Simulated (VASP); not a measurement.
Here is a VASP 6.6.1 calculation.

Contents of INCAR:

```
PREC = Accurate
ENCUT = 600
EDIFF = 1E-7
ISMEAR = 0
SIGMA = 0.02
LREAL = F
LASPH = T
NELM = 80
ALGO = Fast
ISIF = 3
LWAVE = F
LCHARG = F
IBRION = 2
NSW = 60
EDIFFG = -0.02
KPAR = 2
```

The input KPOINTS:

```
regular mesh
0
Gamma
  6 6 6
```

Contents of POSCAR:

```
InSe
1.0
    5.8263928781     -2.0546489550      0.0000000000
    5.8263928781      2.0546489550      0.0000000000
   -1.7232330140      0.0000000000      4.7713478577
In Se
2 2
Direct
    0.8882032500      0.8882032500      0.0468413600
    0.1117967500      0.1117967500      0.9531586400
    0.6609275900      0.6609275900      0.6689556200
    0.3390724100      0.3390724100      0.3310443800
```

Potentials or basis: VASP PAW LDA potentials, release 64 (In_d, Se).

Launch:

```bash
$ cat potpaw_LDA.64/In_d/POTCAR potpaw_LDA.64/Se/POTCAR > POTCAR
$ mpirun -np 2 vasp_std > vasp.out
```

Task: Estimate the band gap on the k mesh.

Result: 0.64 eV, indirect (least direct gap 0.97 eV).

Task: Predict the relaxed cell.

Result: a = 6.194 Å, b = 6.194 Å, c = 4.423 Å, α = 109.45°, β = 109.45°, γ = 38.52°.

Task: What does it give for the relaxed volume?

Result: 24.73 Å³/atom.

Step by step:
```tsv
step	energy change (eV)	largest force (eV/Å)	pressure (GPa)	volume (Å³)
1	0.0000	0.0693	-2.64	114.24
3	-0.0481	0.3239	-0.04	108.86
5	-0.0604	0.2270	-0.01	107.11
7	-0.0831	0.1499	-0.12	104.98
9	-0.1029	0.1033	0.30	100.78
11	-0.1123	0.0659	-0.17	100.63
13	-0.1150	0.0919	-0.03	100.14
15	-0.1161	0.0754	0.10	99.95
17	-0.1173	0.0907	0.06	100.01
19	-0.1184	0.0576	-0.48	100.72
21	-0.1192	0.0477	-0.27	100.40
23	-0.1195	0.0735	0.20	99.44
25	-0.1213	0.0443	0.04	99.77
27	-0.1215	0.1254	0.32	98.96
29	-0.1231	0.0508	0.10	99.43
31	-0.1233	0.0358	-0.37	99.72
33	-0.1240	0.0261	0.00	99.39
35	-0.1241	0.0294	-0.05	99.31
37	-0.1241	0.0337	-0.04	99.23
39	-0.1243	0.0293	-0.04	99.14
41	-0.1244	0.0204	0.07	98.89
42	-0.1245	0.0180	0.01	98.91
```

Caveat: spin-orbit coupling is left out, which moves the levels of the heavy elements. A hybrid or GW would open this gap; LDA tends to underestimate it.
